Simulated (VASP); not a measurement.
Crystal: TePb.

```
CELL_PARAMETERS angstrom
0.00000 3.23100 3.23100
3.23100 0.00000 3.23100
3.23100 3.23100 0.00000
ATOMIC_POSITIONS crystal
Pb 0.00000 0.00000 0.00000
Te 0.50000 0.50000 0.50000
```

* Program: VASP 6.6.1
* Task: relaxation of cell and atoms
* Functional: PBE
* Dispersion: D3
* Potentials or basis: VASP PAW PBE potentials, release 64 (Pb_d, Te)
* Cutoff: 600 eV
* k mesh: 7 × 7 × 7
* Occupations: fermi-dirac, width 0.05 eV
* Spin: no spin polarisation

At the start: pressure 1.0 GPa; volume 33.73 Å³/atom.

How do energy, volume and symmetry change on relaxing?

Over 3 steps the energy falls by 2.5 meV/atom and the volume is 34.55 Å³/atom (+2.4 %); space group Fm-3m (No. 225, to 0.05 Å).

The path:
| step | energy change (eV) | largest force (eV/Å) | pressure (GPa) | volume (Å³) |
| --- | --- | --- | --- | --- |
| 1 | 0.0000 | 0.0000 | 0.96 | 67.46 |
| 2 | -0.0048 | 0.0000 | -0.21 | 69.45 |
| 3 | -0.0050 | 0.0000 | 0.01 | 69.10 |

Final structure:
```
Pb Te
1.0
     0.00000    3.25704    3.25704
     3.25704    0.00000    3.25704
     3.25704    3.25704    0.00000
Pb Te
1 1
Cartesian
  0.0000 0.0000 0.0000
  3.2570 3.2570 3.2570
```
